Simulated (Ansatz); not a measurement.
## ZnS: moving S off its site

ZnS, P6_3mc, a = 3.811 Å, c = 6.234 Å (as given, not relaxed at this level: 0.1 GPa, forces to 0.32 eV/Å). The compound has several low-lying forms, and this is one of them. Ansatz: r2SCAN, PAW, 500 eV, Γ-centred 6×6×4 mesh on 4 atoms, Gaussian smearing 0.05 eV; no spin polarisation.

```yaml
crystal:
  lattice:
    - [3.81100, 0.00000, 0.00000]
    - [-1.90550, 3.30042, 0.00000]
    - [0.00000, 0.00000, 6.23400]
  atoms:
    - { symbol: Zn, position: [0.33333, 0.66667, 0.00000] }
    - { symbol: Zn, position: [0.66667, 0.33333, 0.50000] }
    - { symbol: S, position: [0.33333, 0.66667, 0.38500] }
    - { symbol: S, position: [0.66667, 0.33333, 0.88500] }
```

Atom 3 (S) moves by x along the unit vector (0.000, 0.000, 1.000), with its periodic images; all else is held. y is the free energy of the cell over the start, F the force along the path summed over the moved atoms.

```tsv
x (Å)	y (meV)	F (eV/Å)
-0.450	1193.2	7.38
-0.300	397.7	3.55
-0.150	56.6	1.18
0.000	0.0	-0.32
0.075	44.6	-0.85
0.150	124.9	-1.27
0.225	233.1	-1.60
0.300	362.7	-1.84
0.375	508.0	-2.02
0.450	?	?
```

Fit y = c1 x + c2 x² + c3 x³ to the energies of the other rows, give the force constant, and predict energy and force of the missing row.

Least squares on the rows shown. y = 367.06 x + 4406.2 x² − 5000.4 x³. The force constant is 2 c2 = 8.81 eV/Å² (for all images moving together, not for a lone atom). The force −dy/dx at the missing row is -1.29 eV/Å (computed -2.14). With a term in x⁴ added, the coefficient of x² becomes 3913, 11 % less, which shows how far this figure hangs on the form. At x = 0.450 the fit asked for gives 601.8 meV. The run gave 664.4 meV, so the fit is 62.6 meV too low, 5.2 % of the span of the series, against an rms of 13.3 meV on the fitted rows. The row lies outside the fitted range. With a term in x⁴ added, a fit to the same known rows predicts 677.1 meV, so most of the miss is curvature that the known rows already hold.